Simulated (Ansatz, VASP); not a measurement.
AgCl in VASP and in Ansatz

```xyz
2
Lattice="0.0000 2.7731 2.7731 2.7731 0.0000 2.7731 2.7731 2.7731 0.0000" Properties=species:S:1:pos:R:3 pbc="T T T"
Ag    2.7731    2.7731    2.7731
Cl    0.0000    0.0000    0.0000
```

Alike in both runs: task relaxation of cell and atoms; functional PBE; dispersion D3(BJ); k mesh 8 × 8 × 8; occupations gaussian, width 0.02 eV; no spin polarisation.

|  | VASP | Ansatz |
| --- | --- | --- |
| version | VASP 6.6.1 | Ansatz 0.2.0 |
| potentials or method | VASP PAW PBE potentials, release 64 (Ag, Cl) | scalar-relativistic, plane waves, PAW |
| plane-wave cutoff (eV) | 600 | 420 |
| valence electrons in the cell | 18 | 26 |

|  | VASP | Ansatz | Ansatz less VASP |
| --- | --- | --- | --- |
| gap on the k mesh at the Fermi level, each at its own relaxed structure (eV) | 0.91 | 0.91 | +0.002 |
| relaxed volume (Å³/atom) | 20.87 | 20.92 | +0.044 |
| relaxed cell length with the largest relative difference (Å) | 3.894 | 3.897 | +0.0028 |
| energy change over the relaxation (meV/atom) | -1 | -1 | +0.3 |

The two sets of potentials don't hold the same shells in valence.

A k mesh can miss the band edges.
